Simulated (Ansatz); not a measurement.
# The polar optical mode of BN at 25 GPa, worked through

Method: Ansatz, DFT PBE, scalar-relativistic, plane waves, PAW. Settings: 420 eV plane-wave cutoff, Γ-centred 12×12×12 mesh, fixed occupations. No spin polarisation. Phonons by linear response, acoustic sum rule imposed.

The cell, relaxed at 25 GPa:
```cif
data_structure
_symmetry_space_group_name_H-M 'P 1'
_symmetry_Int_Tables_number 1
_cell_length_a 2.5121
_cell_length_b 2.5121
_cell_length_c 2.5121
_cell_angle_alpha 60.000
_cell_angle_beta 60.000
_cell_angle_gamma 60.000
_cell_volume 11.21
loop_
_atom_site_label
_atom_site_type_symbol
_atom_site_fract_x
_atom_site_fract_y
_atom_site_fract_z
_atom_site_occupancy
B1 B 0.00000 0.00000 0.00000 1
N1 N 0.75000 0.75000 0.75000 1
```

Linear response gives ν_TO = 1105.2 cm⁻¹, Born charges ±1.886 e (positive on B) and ε∞ = 4.556. The primitive cell holds 11.210 Å³, and the masses are 10.810 and 14.007 amu.

Task: Find ν_LO and the static dielectric constant.

Result: The long-wave field adds a restoring force: ω_LO² − ω_TO² = Z*²e²/(ε_vac ε∞ μV). In these units ν_LO² − ν_TO² = 4.92064×10⁷ Z*²/(μ V ε∞) cm⁻², with μ = m₁m₂/(m₁ + m₂) = 6.101 amu: 561596 cm⁻². So ν_LO = √(1105.2² + 561596) = 1335.3 cm⁻¹, and the run gives 1335.3. Lyddane–Sachs–Teller then gives ε0 = ε∞ (ν_LO/ν_TO)² = 6.65, against 6.65 in the run (it forms both from the same three quantities, so the match checks the arithmetic only). Between ν_TO and ν_LO the dielectric function is negative and an undamped crystal reflects fully: a reststrahlen band from 7.5 to 9.0 μm.

Task: What do the Clausius–Mossotti polarisability and the Szigeti charge come to?

Result: With the Lorentz local field, α = (3V/4π)(ε∞ − 1)/(ε∞ + 2) = 1.45 Å³ for the pair, and e_S = 3Z*/(ε∞ + 2) = 0.86 e. The Born charge includes the electrons' response to the dipole's own local field, and e_S takes that enhancement out. The Lorentz field assumes point-like polarisable ions, a poor picture once ε∞ is this large, since the electron clouds then overlap or are shared, so both numbers are formal here.

Task: How strongly does a slow electron couple to the LO mode?

Result: For one isotropic parabolic band, Fröhlich's constant is α_F = (1/ε∞ − 1/ε0) √(m* Ry/ħω_LO), with Ry = 13.606 eV, ħω_LO = 165.6 meV and m* in free-electron masses: α_F = 0.0691 × 9.07 × √m* = 0.63 √m*. The band mass isn't part of this run; for m* = 0.1, 0.3 and 1 it gives 0.20, 0.34, 0.63. In weak coupling the polaron lies α_F ħω_LO below the band edge (57 meV at m* = 0.3) with a mass m*(1 + α_F/6); past α_F of about 5 or 6 that expansion fails. A semilocal functional's ε∞ tends to be too large, which taken alone lowers α_F.

Cost: 1 run of about 0.17 core-minutes, on Intel Xeon Platinum 8375C (Ice Lake) (shared hosts).

Compressed zinc-blende BN combines a strongly polar optical mode with a modest lattice contribution to screening: the static dielectric constant is 6.65, of which 4.556 is already electronic. The Born charge of 1.886 e is substantial, but the short, directional sp³ bonds resist the sublattice displacement that a static field would drive, so the ionic polarisation stays small. The same stiffness, together with two light atoms, puts the transverse mode as high as 1105.2 cm⁻¹. The Born charge measures how polarisation changes as the atoms move, so it doesn't give the static charge transfer from boron to the more electronegative nitrogen.

Both features also keep the Fröhlich coupling weak for all the trial masses, since little ionic screening is left for a slow carrier to exploit and the phonon energy is large. In zinc-blende BN the conduction-band minimum lies at X, where the longitudinal and transverse masses differ, so the listed couplings set a scale for electrons but don't establish a polaron mass or mobility.
